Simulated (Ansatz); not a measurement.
# Co (P-3m1) in Ansatz: reference runs

How does Co come out in PBE? The cell is run as given and disturbed, and energy against volume gives the equilibrium volume and stiffness.

Program: Ansatz 0.2.0. These are calculated values, not measurements. Logs are shortened: lines on timing, memory, paths and dates and some standing lists are left out, and cuts for length are marked.

## (1) The structure

It takes space group P-3m1 (No. 164, trigonal). The conventional cell has a = 2.487 Å, b = 2.487 Å, c = 4.063 Å, α = 90.00°, β = 90.00°, γ = 120.00°. Co (site symmetry 3m) has 12 Co at 2.42 to 2.55 Å as nearest neighbours.

## (2) Single point, PBE, collinear spin, ferromagnetic start

The input, input.yaml:

```yaml
crystal:
  lattice:
    - [2.4873648738, 0.0, 0.0]
    - [-1.2436824369, 2.1541211692, 0.0]
    - [0.0, 0.0, 4.0632895034]
  atoms:
    - { symbol: Co, position: [0.3333333333, 0.6666666667, 0.740139], spin: 2.0 }
    - { symbol: Co, position: [0.6666666667, 0.3333333333, 0.259861], spin: 2.0 }
hamiltonian:
  xc: pbe
  pseudopotentials: { kind: paw }
magnetization:
  spin_polarized: true
kpoints:
  mp_grid: { grid: [12, 12, 7] }
scf:
  occupations: { method: fermi_dirac, width: 0.05 }
output:
  forces: true
  stress: true
  eigenvalues: true
```

Potentials or basis: Ansatz PAW.

Command:

```
$ ansatz run input.yaml --threads 2 --pin off --max-ram 5120MiB --backend cpu --events-out ev --progress --plain --runs-dir out
```

The program printed:

```text
Warning: RAYON_NUM_THREADS=2 ignored (pool sized by the plan → 2); use --threads N
Engine: ansatz 0.2.0, x86_64-unknown-linux-gnu
Pseudopotentials: kind: paw
Pseudopotential: Co, paw, valence charge 17, recommended cutoff 420 eV (normal), Co.paw.azcp
Functional definition: PBE
  parameter kappa = 0.804
  parameter beta = 0.06672455060314922
  exchange = pbe_x(kappa = kappa, mu = beta*pi^2/3)
  correlation = pbe_c(beta = beta)
Crystal: 2 atoms, lattice volume = 21.771 Å³
Basis set: ecut = 420 eV, 391 PW (Γ), exchange–correlation on 36×36×60 points (8 copies of the dense FFT grid, shifted against one another)
Bands: 23, of which v1, the nominal top of the filled ones, is band 17 counted from 1 (16 counted from 0)
Symmetry: 12 space group operations
Space group: P-3m1 (ITA 164), of the structure as read, at distance tolerance 2.8e-5 Å
Magnetic group: BNS 164.85 (UNI 1315), of the structure as read, at distance tolerance 2.8e-5 Å
k-points: 112 of 1008
Non-local potential: Co, projectors of the file, l = 0: 3, l = 1: 2, l = 2: 3, l = 3: 1
PAW form: soft (Blöchl's): semilocal exchange-correlation on the pseudo side does not see the compensation charge
PAW one-centre angular grid: Co, 590 points (default); XC on 64 Gauss nodes
Initial density: superposition of atomic densities (chi_scale 0.1, normalization cell)
Starting moments: Σ|m| = 4 μB on 2 of 2 sites
Initial wavefunctions: pseudopotential atomic-orbital guess
Functional: x = pbe(κ = 0.804, μ = 0.2195149727645171), c = pbe(β = 0.06672455060314922)
SCF iter   1: F=—  HF=-10251.658665 eV  |F-HF|=—  |Δ(HF+E_count)|=         —  Δρ=8.21e-2 (↑5.49e-2 ↓8.21e-2)  dr2=2.32e0  dr2_m=6.66e-2  M=3.505 μB ∫|m|=3.652 μB  β_m=0.30  ethr=3.10e-3  ⟨swp⟩=5.4  Hψ=19430  notcnv=0
Mixer restart at iter 1: flushing history
preconditioner: auto → none  [metal: Δε(μ)=0.034 eV  Ē_g=9.113 eV  σ=0.050 eV  W_gap=0.17  n_scr=8 (ndim 8)  ℏωp=33.8 eV  f_vac=0.000  D(μ)=1.40/eV (n_scr^D=22)  sad-step TF]
SCF iter   2: F=—  HF=-10250.961314 eV  |F-HF|=—  |Δ(HF+E_count)|=   6.97e-1  Δρ=3.16e-2 (↑1.19e-2 ↓3.16e-2)  dr2=1.82e-1  dr2_m=6.54e-2  M=3.520 μB ∫|m|=3.710 μB  β_m=0.35  ethr=3.10e-3  ⟨swp⟩=2.7  Hψ=9718  notcnv=0  defer=128
SCF iter   3: F=—  HF=-10251.510033 eV  |F-HF|=—  |Δ(HF+E_count)|=   5.49e-1  Δρ=1.65e-2 (↑1.65e-2 ↓8.10e-3)  dr2=1.79e-2  dr2_m=2.08e-2  M=3.454 μB ∫|m|=3.691 μB  β_m=0.50  ethr=5.37e-4  ⟨swp⟩=2.1  Hψ=7285  notcnv=0  defer=128
SCF iter   4: F=—  HF=-10252.035107 eV  |F-HF|=—  |Δ(HF+E_count)|=   5.25e-1  Δρ=1.41e-2 (↑1.41e-2 ↓1.11e-2)  dr2=7.14e-2  dr2_m=3.75e-3  M=3.375 μB ∫|m|=3.653 μB  β_m=0.50  ethr=5.28e-5  ⟨swp⟩=2.7  Hψ=9537  notcnv=0  defer=128
SCF iter   5: F=—  HF=-10252.197749 eV  |F-HF|=—  |Δ(HF+E_count)|=   1.63e-1  Δρ=1.01e-2 (↑9.63e-3 ↓1.01e-2)  dr2=4.75e-2  dr2_m=1.55e-3  M=3.329 μB ∫|m|=3.628 μB  β_m=0.64  ethr=5.28e-5  ⟨swp⟩=2.1  Hψ=8553  notcnv=0  defer=127
SCF iter   6: F=—  HF=-10252.280950 eV  |F-HF|=—  |Δ(HF+E_count)|=   8.32e-2  Δρ=1.40e-3 (↑1.40e-3 ↓9.73e-4)  dr2=6.48e-4  dr2_m=1.11e-4  M=3.286 μB ∫|m|=3.605 μB  β_m=0.82  ethr=5.28e-5  ⟨swp⟩=2.0  Hψ=10727  notcnv=0  defer=100
SCF iter   7: F=—  HF=-10252.286722 eV  |F-HF|=—  |Δ(HF+E_count)|=   5.77e-3  Δρ=3.30e-4 (↑1.69e-4 ↓3.30e-4)  dr2=2.07e-5  dr2_m=7.76e-6  M=3.275 μB ∫|m|=3.602 μB  β_m=0.81  ethr=1.91e-6  ⟨swp⟩=2.4  Hψ=9695  notcnv=0  defer=71
SCF iter   8: F=—  HF=-10252.286813 eV  |F-HF|=—  |Δ(HF+E_count)|=   9.07e-5  Δρ=1.03e-4 (↑1.03e-4 ↓6.65e-5)  dr2=2.20e-7  dr2_m=1.35e-6  M=3.273 μB ∫|m|=3.601 μB  β_m=0.91  ethr=6.09e-8  ⟨swp⟩=2.1  Hψ=8903  notcnv=0  defer=71
SCF iter   9: F=—  HF=-10252.286813 eV  |F-HF|=—  |Δ(HF+E_count)|=   2.02e-7  Δρ=2.94e-5 (↑8.25e-6 ↓2.94e-5)  dr2=1.33e-7  dr2_m=2.79e-8  M=3.273 μB ∫|m|=3.601 μB  β_m=0.92  ethr=6.48e-10  ⟨swp⟩=2.4  Hψ=9409  notcnv=0  defer=71
SCF iter  10: F=-10252.286813 eV  HF=-10252.286813 eV  |F-HF|=6.21e-9  |Δ(HF+E_count)|=   1.33e-8  Δρ=4.85e-6 (↑2.95e-6 ↓4.85e-6)  dr2=7.39e-9  dr2_m=2.84e-10  M=3.273 μB ∫|m|=3.601 μB  ethr=2.94e-10  ⟨swp⟩=3.8  Hψ=17212  notcnv=0
SCF 1 converged in 10 iterations: F = -10252.286813 eV  dr2 = 7.39e-9
SCF converged after 10 iterations
Magnetization: 3.2729 μB (18.6364 up, 15.3636 down)
Absolute magnetization: 3.6024 μB (∫|ρ↑−ρ↓|, with the PAW one-centre terms)
Spin contamination: 0.0573 ħ² per cell (⟨S²⟩ above its minimum at these occupations)
Per-site moments (μB) at R_I (Å): [(1.713484010286812, 0.9994691688402235), (1.7134840102868123, 0.9994691688402235)]
Free energy (F): -10252.286813 eV
Harris-Foulkes:  -10252.286813 eV  (|F-HF|=6.21e-9)
Internal energy: -10252.271987 eV  (E = F + TS)
E sigma→0 (E₀):  -10252.279400 eV
Entropy (-TS):   -0.014826 eV (-7.413 meV/atom)
Fermi energy:    18.645934 eV
--- Per-component energies (eV) ---
  E_band       = -490.465407
  E_kinetic    = 907.235598
  E_local      = -5688.038037  (includes V_loc(G=0)·N_el)
  E_nonlocal   = 908.297740
  E_hartree    = 2384.733323
  E_xc         = -318.009330
  E_vxc        = -410.370508  (∫ρ·V_xc dr)
  E_paw        = -3030.331091  (= ΣΔE_a)
  E_vpaw       = -977.048572  (= ΣTr[D̂ρ^β])
  E_aug_tail   = 0.000157  (compensation charges beyond the density's cutoff)
  E_ewald      = -5416.160346
  E_smearing   = -0.014826  (= −TS)
  E_closure    = -0.000000  (closes the sum)
  Σ components = -10252.286813   (vs F -10252.286813, Δ=0.00e0)
--- Forces (eV/Å), atoms counted from 1 ---
  atom   1  Co     0.00000000    -0.00000000     0.49292049
  atom   2  Co    -0.00000000     0.00000000    -0.49292049
  max |Σ_I F_I| component: 5.55e-17 eV/Å
--- Stress (GPa, compression-positive) ---
        1.727055       0.000000       0.000000
        0.000000       1.727055      -0.000000
        0.000000      -0.000000      -1.138343
  P = ⅓ Tr σ = 0.7719 GPa (7.719 kbar)
--- Band table (eV; the first three rows and the last of 224) ---
  k-point 0 ↑: bands = ["-77.4652", "-77.4081", "-40.8644", "-40.5762", "-40.5762", "-40.5387", "-40.5286", "-40.5286", "9.6143", "13.4156", "15.9403", "15.9955", "15.9955", "16.2951", "16.2951", "16.7068", "16.7068", "17.7851", "17.7851", "18.3662", "24.6981", "40.4853", "42.9536"]
  k-point 1 ↑: bands = ["-77.4627", "-77.4106", "-40.8495", "-40.5742", "-40.5742", "-40.5541", "-40.5307", "-40.5307", "9.8162", "13.3645", "15.8848", "15.9505", "15.9505", "16.2475", "16.2475", "16.8170", "16.8170", "17.6247", "17.7732", "17.7732", "25.8500", "40.3819", "41.8884"]
  k-point 2 ↑: bands = ["-77.4560", "-77.4174", "-40.8084", "-40.5962", "-40.5686", "-40.5686", "-40.5363", "-40.5363", "10.4026", "13.0870", "15.7253", "15.8946", "15.8946", "16.1283", "16.1283", "16.4419", "17.0586", "17.0586", "17.7190", "17.7190", "28.3872", "38.3586", "40.7430"]
  k-point 111 ↓: bands = ["-75.3007", "-75.3007", "-38.7574", "-38.7574", "-38.7060", "-38.6654", "-38.5466", "-38.5466", "15.8357", "16.0534", "16.0534", "16.1870", "16.9164", "16.9164", "18.2323", "18.7165", "19.7207", "19.7207", "24.9283", "24.9283", "26.0147", "27.2603", "28.8670"]
```

It took 6.1 s on 2 threads of Intel Xeon at 2.70GHz, shared host; peak memory 0.42 GiB.

Results:

```
Free energy            : -10252.2868 eV
Pressure               : 0.8 GPa
Largest force          : 0.493 eV/Å
Band gap on the k mesh : none (metal or under the smearing width)
Net moment             : 3.27 μB per cell
Absolute moment        : 3.60 μB per cell
Site moments           : Co +1.71 μB
```

Forces in eV/Å, atoms in the order of the input:
```
Co   0.000  0.000  0.493
Co   0.000  0.000 -0.493
```

Stress tensor (GPa, compression positive):
```
 1.73  0.00  0.00
 0.00  1.73  0.00
 0.00  0.00 -1.14
```

## (3) Single point, PBE, collinear spin, ferromagnetic start (atoms moved at random, drawn with an rms of 0.05 Å)

Changes to input.yaml since step 2:

```diff
@@ -6,4 +6,4 @@
   atoms:
-    - { symbol: Co, position: [0.3333333333, 0.6666666667, 0.740139], spin: 2.0 }
-    - { symbol: Co, position: [0.6666666667, 0.3333333333, 0.259861], spin: 2.0 }
+    - { symbol: Co, position: [0.331367, 0.649747, 0.737133], spin: 2.0 }
+    - { symbol: Co, position: [0.670297, 0.320517, 0.263699], spin: 2.0 }
 hamiltonian:
```

Potentials or basis: Ansatz PAW.

Command:

```
$ ansatz run input.yaml --threads 2 --pin off --max-ram 5120MiB --backend cpu --events-out ev --progress --plain --runs-dir out
```

The program printed:

```text
Warning: RAYON_NUM_THREADS=2 ignored (pool sized by the plan → 2); use --threads N
Engine: ansatz 0.2.0, x86_64-unknown-linux-gnu
Pseudopotentials: kind: paw
Pseudopotential: Co, paw, valence charge 17, recommended cutoff 420 eV (normal), Co.paw.azcp
Functional definition: PBE
  parameter kappa = 0.804
  parameter beta = 0.06672455060314922
  exchange = pbe_x(kappa = kappa, mu = beta*pi^2/3)
  correlation = pbe_c(beta = beta)
Crystal: 2 atoms, lattice volume = 21.771 Å³
Basis set: ecut = 420 eV, 391 PW (Γ), exchange–correlation on 36×36×60 points (8 copies of the dense FFT grid, shifted against one another)
[... 46 lines left out ...]
  E_vpaw       = -977.180617  (= ΣTr[D̂ρ^β])
  E_aug_tail   = 0.000155  (compensation charges beyond the density's cutoff)
  E_ewald      = -5410.449023
  E_smearing   = -0.014208  (= −TS)
  E_closure    = 0.000000  (closes the sum)
  Σ components = -10252.269782   (vs F -10252.269782, Δ=0.00e0)
--- Forces (eV/Å), atoms counted from 1 ---
  atom   1  Co     0.02280326     0.02268191     0.72330382
  atom   2  Co    -0.02280326    -0.02268191    -0.72330382
  max |Σ_I F_I| component: 0.00e0 eV/Å
--- Stress (GPa, compression-positive) ---
        2.365109       0.179123       0.123830
        0.179121       2.003224       0.123296
        0.123825       0.123303       0.184071
  P = ⅓ Tr σ = 1.5175 GPa (15.175 kbar)
--- Band table (eV; the first three rows and the last of 1012) ---
  k-point 0 ↑: bands = ["-77.4708", "-77.4111", "-40.8730", "-40.5820", "-40.5818", "-40.5402", "-40.5337", "-40.5303", "9.6138", "13.4018", "15.9393", "15.9743", "15.9814", "16.2678", "16.2779", "16.6969", "16.7257", "17.7739", "17.8153", "18.3929", "24.6674", "40.4780", "42.9405"]
  k-point 1 ↑: bands = ["-77.4684", "-77.4135", "-40.8585", "-40.5800", "-40.5799", "-40.5552", "-40.5356", "-40.5324", "9.8153", "13.3518", "15.8802", "15.9310", "15.9365", "16.2227", "16.2348", "16.8023", "16.8303", "17.6499", "17.7655", "17.8011", "25.8219", "40.3785", "41.9176"]
  k-point 2 ↑: bands = ["-77.4622", "-77.4198", "-40.8191", "-40.5956", "-40.5750", "-40.5746", "-40.5405", "-40.5377", "10.3999", "13.0797", "15.6984", "15.8781", "15.8787", "16.1073", "16.1203", "16.4821", "17.0380", "17.0612", "17.7216", "17.7431", "28.3553", "38.3906", "40.7362"]
  k-point 505 ↓: bands = ["-75.3112", "-75.3012", "-38.8249", "-38.8082", "-38.5911", "-38.5870", "-38.5568", "-38.5464", "14.5172", "14.7299", "15.9639", "16.4546", "18.2262", "18.4443", "18.9796", "19.3031", "19.9352", "19.9893", "20.2287", "21.3756", "26.5904", "26.9971", "36.2155"]
```

Run time: 32 s. Hardware: 2 threads of Intel Xeon at 2.70GHz, shared host; peak memory 0.68 GiB.

Results:

```
Free energy            : -10252.2698 eV
Pressure               : 1.5 GPa
Largest force          : 0.724 eV/Å
Band gap on the k mesh : none (metal or under the smearing width)
Net moment             : 3.28 μB per cell
Absolute moment        : 3.61 μB per cell
Site moments           : Co +1.72 μB
```

Forces in eV/Å, atoms in the order of the input:
```
Co   0.023  0.023  0.723
Co  -0.023 -0.023 -0.723
```

Stress tensor (GPa, compression positive):
```
2.37 0.18 0.12
0.18 2.00 0.12
0.12 0.12 0.18
```

(Continued in part 2 of 2.)
